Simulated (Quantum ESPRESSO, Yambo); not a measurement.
**A GW run on LiCl (Fm-3m) in Yambo, with inputs changed**

A base run on LiCl (Fm-3m), then changed inputs.

Method: PBE and many-body steps on it, plane waves, in Yambo 5.3.0.

Report form: the programs' logs are mostly left out.

### Step 1. Set-up

The structure is cubic, space group Fm-3m (No. 225). The conventional cell has a = 5.143 Å, b = 5.143 Å, c = 5.143 Å, α = 90.00°, β = 90.00°, γ = 90.00°. Nearest to Li lie 6 Cl at 2.57 Å. Nearest to Cl lie 6 Li at 2.57 Å. Farther neighbours and most contacts between anions are not listed.

Structure file:

```cif
data_structure
_symmetry_space_group_name_H-M 'Fm-3m'
_symmetry_Int_Tables_number 225
_cell_length_a 5.1430
_cell_length_b 5.1430
_cell_length_c 5.1430
_cell_angle_alpha 90.000
_cell_angle_beta 90.000
_cell_angle_gamma 90.000
_cell_volume 136.03
loop_
_atom_site_label
_atom_site_type_symbol
_atom_site_symmetry_multiplicity
_atom_site_Wyckoff_symbol
_atom_site_fract_x
_atom_site_fract_y
_atom_site_fract_z
_atom_site_occupancy
Li1 Li 4 a 0.00000 0.00000 0.00000 1
Cl1 Cl 4 b 0.50000 0.00000 0.00000 1
```

The cell and positions come from the Crystallography Open Database and are kept as given unless a step says otherwise.

### Step 2. Base

This step: Yambo 5.3.0; G0W0 on PBE, plane waves, norm-conserving pseudopotentials.

G0W0 replaces the xc potential by the self-energy, built once from these orbitals. Only a window of levels is corrected, while the sums run over the empty bands that the input names.

Contents of gw1.in:

```
HF_and_locXC
gw0
dyson
ppa
em1d
rim_cut
RandQpts= 1000000
RandGvec= 1 RL
EXXRLvcs= 66 Ry
VXCRLvcs= 264 Ry
Chimod= "HARTREE"
% BndsRnXp
 1 | 88 |
%
NGsBlkXp= 13 Ry
% LongDrXp
 1 | 1 | 1 |
%
% GbndRnge
 1 | 88 |
%
DysSolver= "n"
ExtendOut
PPAPntXp= 27.21138 eV
% QPkrange
 1 | 1 | 4 | 7 |
%
```

Started as:

```sh
$ OMP_NUM_THREADS=1 mpirun -n 4 yambo -F gw1.in -J gw1 -C gw1 > gw1.log
```

Wall time 3.8 min (4 MPI ranks of Arm Neoverse V2, shared host); peak memory 1.7 GiB; 15 min of CPU time.

This step gave:

```yaml
g0w0_gap_on_the_points_computed: 8.943 eV
starting_gap_on_the_mesh: 6.285 eV
k_of_the_valence_top: 0, 0, 0
k_of_the_conduction_bottom: 0, 0, 0
least_direct_g0w0_gap_on_the_computed_points: 8.943 eV
z_at_the_valence_top: 0.8095
z_at_the_conduction_bottom: 0.8514
```

The gap on the mesh goes from 6.28 eV to 8.94 eV, a correction of +2.66 eV.

### Step 3. No random integration

Contents of gw2.in:

```
HF_and_locXC
gw0
dyson
ppa
em1d
rim_cut
RandQpts= 0
RandGvec= 1 RL
EXXRLvcs= 66 Ry
VXCRLvcs= 264 Ry
Chimod= "HARTREE"
% BndsRnXp
 1 | 88 |
%
NGsBlkXp= 13 Ry
% LongDrXp
 1 | 1 | 1 |
%
% GbndRnge
 1 | 88 |
%
DysSolver= "n"
ExtendOut
PPAPntXp= 27.21138 eV
% QPkrange
 1 | 1 | 4 | 7 |
%
```

Started as:

```sh
$ OMP_NUM_THREADS=1 mpirun -n 4 yambo -F gw2.in -J gw2,gw1_W -C gw2 > gw2.log
```

The job ended after 46 s (4 MPI ranks; peak memory 1.6 GiB; 3 min of CPU time).

Numbers from this step:

```
G0W0 gap on the points computed              : 8.881 eV
starting gap on the mesh                     : 6.285 eV
k of the valence top                         : 0, 0, 0
k of the conduction bottom                   : 0, 0, 0
least direct G0W0 gap on the computed points : 8.881 eV
Z at the valence top                         : 0.8120
Z at the conduction bottom                   : 0.8540
```

### Step 4. Core charge in Vxc

Contents of gw3.in:

```
HF_and_locXC
gw0
dyson
ppa
em1d
rim_cut
RandQpts= 1000000
RandGvec= 1 RL
EXXRLvcs= 66 Ry
VXCRLvcs= 264 Ry
Chimod= "HARTREE"
% BndsRnXp
 1 | 88 |
%
NGsBlkXp= 13 Ry
% LongDrXp
 1 | 1 | 1 |
%
% GbndRnge
 1 | 88 |
%
DysSolver= "n"
ExtendOut
PPAPntXp= 27.21138 eV
% QPkrange
 1 | 1 | 4 | 7 |
%
UseNLCC
```

Started as:

```sh
$ OMP_NUM_THREADS=1 mpirun -n 4 yambo -F gw3.in -J gw3,gw1_W -C gw3 > gw3.log
```

Wall time 46 s (4 MPI ranks); peak memory 1.6 GiB.

This step gave:

```yaml
g0w0_gap_on_the_points_computed: 8.772 eV
starting_gap_on_the_mesh: 6.285 eV
k_of_the_valence_top: 0, 0, 0
k_of_the_conduction_bottom: 0, 0, 0
least_direct_g0w0_gap_on_the_computed_points: 8.772 eV
```

Against G0W0 in Yambo (8×8×8 mesh, 88 bands, screening to 176.9 eV, Godby-Needs plasmon pole), the gap moves by −0.171 eV.

### Step 5. More G vectors in the random integration

Contents of gw4.in:

```
HF_and_locXC
gw0
dyson
ppa
em1d
rim_cut
RandQpts= 1000000
RandGvec= 59 RL
EXXRLvcs= 66 Ry
VXCRLvcs= 264 Ry
Chimod= "HARTREE"
% BndsRnXp
 1 | 88 |
%
NGsBlkXp= 13 Ry
% LongDrXp
 1 | 1 | 1 |
%
% GbndRnge
 1 | 88 |
%
DysSolver= "n"
ExtendOut
PPAPntXp= 27.21138 eV
% QPkrange
 1 | 1 | 4 | 7 |
%
QpgFull
```

Started as:

```sh
$ OMP_NUM_THREADS=1 mpirun -n 4 yambo -F gw4.in -J gw4,gw1_W -C gw4 > gw4.log
```

Wall time 4.6 min (4 MPI ranks); peak memory 1.7 GiB; 18 min of CPU time.

Numbers from this step:

| Property | Result |
| --- | --- |
| G0W0 gap on the points computed | 8.951 eV |
| starting gap on the mesh | 6.285 eV |
| k of the valence top | 0, 0, 0 |
| k of the conduction bottom | 0, 0, 0 |
| least direct G0W0 gap on the computed points | 8.951 eV |

Against G0W0 in Yambo (8×8×8 mesh, 88 bands, screening to 176.9 eV, Godby-Needs plasmon pole), the gap moves by +0.008 eV.

### Step 6. Exchange cutoff

Contents of gw5.in:

```
HF_and_locXC
gw0
dyson
ppa
em1d
rim_cut
RandQpts= 1000000
RandGvec= 1 RL
EXXRLvcs= 132 Ry
VXCRLvcs= 264 Ry
Chimod= "HARTREE"
% BndsRnXp
 1 | 88 |
%
NGsBlkXp= 13 Ry
% LongDrXp
 1 | 1 | 1 |
%
% GbndRnge
 1 | 88 |
%
DysSolver= "n"
ExtendOut
PPAPntXp= 27.21138 eV
% QPkrange
 1 | 1 | 4 | 7 |
%
```

Started as:

```sh
$ OMP_NUM_THREADS=1 mpirun -n 4 yambo -F gw5.in -J gw5,gw1_W -C gw5 > gw5.log
```

It took 46 s on 4 MPI ranks; peak memory 1.6 GiB.

Numbers from this step:

| Item | Value |
| --- | --- |
| G0W0 gap on the points computed | 8.943 eV |
| starting gap on the mesh | 6.285 eV |
| k of the valence top | 0, 0, 0 |
| k of the conduction bottom | 0, 0, 0 |
| least direct G0W0 gap on the computed points | 8.943 eV |
| Z at the valence top | 0.8095 |
| Z at the conduction bottom | 0.8514 |

### Step 7. Damping of G

gw6.in, as its differences from gw5.in of step 6:

```diff
@@ -8,3 +8,3 @@
 RandGvec= 1 RL
-EXXRLvcs= 132 Ry
+EXXRLvcs= 66 Ry
 VXCRLvcs= 264 Ry
@@ -27 +27,2 @@
 %
+GDamping= 0.5 eV
```

Started as:

```sh
$ OMP_NUM_THREADS=1 mpirun -n 4 yambo -F gw6.in -J gw6,gw1_W -C gw6 > gw6.log
```

Run time: 46 s. Hardware: 4 MPI ranks; peak memory 1.6 GiB; 3.1 min of CPU time.

Numbers from this step:

| Quantity | Value |
| --- | --- |
| G0W0 gap on the points computed | 8.945 eV |
| starting gap on the mesh | 6.285 eV |
| k of the valence top | 0, 0, 0 |
| k of the conduction bottom | 0, 0, 0 |
| least direct G0W0 gap on the computed points | 8.945 eV |

Against G0W0 in Yambo (8×8×8 mesh, 88 bands, screening to 176.9 eV, Godby-Needs plasmon pole), the gap moves by +0.002 eV.

### Step 8. Field direction

Contents of gw7.in:

```
HF_and_locXC
gw0
dyson
ppa
em1d
rim_cut
RandQpts= 1000000
RandGvec= 1 RL
EXXRLvcs= 66 Ry
VXCRLvcs= 264 Ry
Chimod= "HARTREE"
% BndsRnXp
 1 | 88 |
%
NGsBlkXp= 13 Ry
% LongDrXp
 1 | 0 | 0 |
%
% GbndRnge
 1 | 88 |
%
DysSolver= "n"
ExtendOut
PPAPntXp= 27.21138 eV
% QPkrange
 1 | 1 | 4 | 7 |
%
```

Started as:

```sh
$ OMP_NUM_THREADS=1 mpirun -n 4 yambo -F gw7.in -J gw7 -C gw7 > gw7.log
```

Run time: 3.7 min. Hardware: 4 MPI ranks; peak memory 1.7 GiB; 15 min of CPU time.

This step gave:

* G0W0 gap on the points computed: 8.943 eV
* starting gap on the mesh: 6.285 eV
* k of the valence top: 0, 0, 0
* k of the conduction bottom: 0, 0, 0
* least direct G0W0 gap on the computed points: 8.943 eV

Against G0W0 in Yambo (8×8×8 mesh, 88 bands, screening to 176.9 eV, Godby-Needs plasmon pole), the gap moves by +0.000 eV.

### Step 9. Exchange cutoff of one rydberg

Contents of gw8.in:

```
HF_and_locXC
gw0
dyson
ppa
em1d
rim_cut
RandQpts= 1000000
RandGvec= 1 RL
EXXRLvcs= 1 Ry
VXCRLvcs= 264 Ry
Chimod= "HARTREE"
% BndsRnXp
 1 | 88 |
%
NGsBlkXp= 13 Ry
% LongDrXp
 1 | 1 | 1 |
%
% GbndRnge
 1 | 88 |
%
DysSolver= "n"
ExtendOut
PPAPntXp= 27.21138 eV
% QPkrange
 1 | 1 | 4 | 7 |
%
```

Started as:

```sh
$ OMP_NUM_THREADS=1 mpirun -n 4 yambo -F gw8.in -J gw8,gw1_W -C gw8 > gw8.log
```

It took 46 s on 4 MPI ranks; peak memory 1.6 GiB.

The run ended normally, though the input holds a fault or crude settings.

The fault put into this input: exchange cutoff of one rydberg. It printed a gap of 6.81 eV, an artefact of the input.

### Step 10. Two empty bands

Contents of gw9.in:

```
HF_and_locXC
gw0
dyson
ppa
em1d
rim_cut
RandQpts= 1000000
RandGvec= 1 RL
EXXRLvcs= 66 Ry
VXCRLvcs= 264 Ry
Chimod= "HARTREE"
% BndsRnXp
 1 | 7 |
%
NGsBlkXp= 13 Ry
% LongDrXp
 1 | 1 | 1 |
%
% GbndRnge
 1 | 7 |
%
DysSolver= "n"
ExtendOut
PPAPntXp= 27.21138 eV
% QPkrange
 1 | 1 | 4 | 7 |
%
```

Started as:

```sh
$ OMP_NUM_THREADS=1 mpirun -n 4 yambo -F gw9.in -J gw9 -C gw9 > gw9.log
```

Elapsed: 15 s, on 4 MPI ranks; peak memory 1.4 GiB; 55 s of CPU time.

The run ended normally, though the input holds a fault or crude settings.

The fault put into this input: two empty bands. It printed a gap of 10.43 eV, an artefact of the input.

### Step 11. The runs together

Times are wall times on 4 MPI ranks of Arm Neoverse V2, shared host, good to a factor of about two.

```tsv
run	mesh	bands	screening cutoff (eV)	DFT gap (eV)	gap on the mesh (eV)	direct (eV)	time
base	8×8×8	88	176.9	6.285	8.943	8.943	3.8 min
no random integration	8×8×8	88	176.9	6.285	8.881	8.881	46 s
core charge in Vxc	8×8×8	88	176.9	6.285	8.772	8.772	46 s
more G vectors in the random integration	8×8×8	88	176.9	6.285	8.951	8.951	4.6 min
exchange cutoff	8×8×8	88	176.9	6.285	8.943	8.943	46 s
damping of G	8×8×8	88	176.9	6.285	8.945	8.945	46 s
field direction	8×8×8	88	176.9	6.285	8.943	8.943	3.7 min
```

### Step 12. Summary of results

```yaml
base: 8.943 eV
no_random_integration: 8.881 eV
core_charge_in_vxc: 8.772 eV
more_g_vectors_in_the_random_integration: 8.951 eV
exchange_cutoff: 8.943 eV
damping_of_g: 8.945 eV
field_direction: 8.943 eV
known_limits: not at the basis limit
```

In words: No random integration: −0.062 eV against base (keys changed: RandQpts). Core charge in Vxc: −0.171 eV against base (keys changed: UseNLCC). More G vectors in the random integration: +0.008 eV against base (keys changed: RandGvec and QpgFull; the shift is their joint effect). Exchange cutoff: no change against base (keys changed: EXXRLvcs). Damping of G: +0.002 eV against base (keys changed: GDamping). Field direction: no change against base (keys changed: LongDrXp). Bands and cutoff are finite, so the gap is not at the basis limit. The miss can reach some tenths of an eV and take either sign; the mesh is an error of its own. In the G0W0 runs levels were corrected at 1 k point alone, so a gap called «on the mesh» is the least over those, and an edge elsewhere would be missed.

[Paths, hosts, dates, memory and timing lines, banners, echoed tables and standing remarks are left out of the program output.]

[Logs are printed without paths, hosts, clocks, repeated set-up lines and the standing remarks that a program may print on its own settings, such as how far it seeks lower states.]

[Runs of the session that timed out or met a known fault of the program may be left out.]

[Hosts, paths, dates, database ids (printed as entryN), source tags and the programs' standing remarks are cut or masked in the printed files.]
